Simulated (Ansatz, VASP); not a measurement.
This is a calculation of SiNi3 for Ansatz 0.2.0. 

The input input.yaml:

```yaml
crystal:
  lattice:
    - [3.542, 0.0, 0.0]
    - [0.0, 3.542, 0.0]
    - [0.0, 0.0, 3.542]
  atoms:
    - { symbol: Ni, position: [0.5, 0.5, 0.0], spin: 1.0 }
    - { symbol: Ni, position: [0.5, 0.0, 0.5], spin: 1.0 }
    - { symbol: Ni, position: [0.0, 0.5, 0.5], spin: 1.0 }
    - { symbol: Si, position: [0.0, 0.0, 0.0] }
hamiltonian:
  xc: lda
  pseudopotentials: { kind: paw }
magnetization:
  spin_polarized: true
kpoints:
  mp_grid: { grid: [8, 8, 8] }
scf:
  occupations: { method: fermi_dirac, width: 0.05 }
output:
  forces: true
  stress: true
  eigenvalues: true
  write_density: true
  write_potential: true
  elf: true
  volumetric_format: npy
relax:
  f_tol: 0.01
  max_steps: 40
  cell: { stress_tol: 0.05 }
```

Potentials or basis: Ansatz PAW.

Command:

```bash
$ ansatz run input.yaml --threads 1 --pin off --max-ram 3584MiB --backend cpu --events-out ev --progress --plain --runs-dir out
```

What does the same run look like in VASP 6.6.1? Potentials or basis there: LDA PAW files Ni, Si, 600 eV.

As run (cutoffs and basis follow the program's own potentials, and thresholds, step limits or extra output files can differ):

INCAR

```
SYSTEM = SiNi3
PREC = Accurate ; ENCUT = 600
EDIFF = 1E-6 ; ISMEAR = -1
SIGMA = 0.05 ; LREAL = .False.
LASPH = .True. ; NELM = 120
ALGO = Normal ; ISIF = 3
LWAVE = .False. ; LCHARG = .False.
ISPIN = 2 ; MAGMOM = 1 1 1 0
LORBIT = 11 ; LMAXMIX = 4
IBRION = 2 ; NSW = 60
EDIFFG = -0.01 ; KPAR = 2
```

The input KPOINTS:

```
Automatic mesh
0
Gamma
  8 8 8
  0 0 0
```

The input POSCAR:

```
SiNi3
1.0
    3.5420000000      0.0000000000      0.0000000000
    0.0000000000      3.5420000000      0.0000000000
    0.0000000000      0.0000000000      3.5420000000
Ni Si
3 1
Direct
    0.5000000000      0.5000000000      0.0000000000
    0.5000000000      0.0000000000      0.5000000000
    0.0000000000      0.5000000000      0.5000000000
    0.0000000000      0.0000000000      0.0000000000
```

Potentials or basis: VASP PAW LDA potentials, release 64 (Ni, Si).

Run with:

```console
$ cat potpaw_LDA.64/Ni/POTCAR potpaw_LDA.64/Si/POTCAR > POTCAR
$ mpirun -np 2 vasp_std > vasp.out
```

Both were run:

|  | Ansatz | VASP |
| --- | --- | --- |
| Relaxed volume | 10.07 Å³/atom | 10.08 Å³/atom |
| Relaxed cell | a = 3.428 Å, b = 3.428 Å, c = 3.428 Å, α = 90.00°, β = 90.00°, γ = 90.00° | a = 3.429 Å, b = 3.429 Å, c = 3.429 Å, α = 90.00°, β = 90.00°, γ = 90.00° |
| Space group after relaxing | Pm-3m (No. 221) | Pm-3m (No. 221) |
| Pressure after relaxing | 0.0 GPa | -0.1 GPa |
| Net moment | 0.00 μB per cell | 0.00 μB per cell |

Ansatz's pressure holds a Pulay term of +0.11 GPa for its cutoff of 420 eV, which the other run lacks.

The potentials hold 58 and 34 valence electrons a cell.

Ansatz's potentials were made for PBE.

Where Ansatz's input types no cutoff or centring, it takes its own default and a Γ-centred mesh.

The two programs' LDA may be different fits to the electron gas.

The magnetic state is the one that the start led to; the real crystal's order can differ.

Pressure is positive in compression.
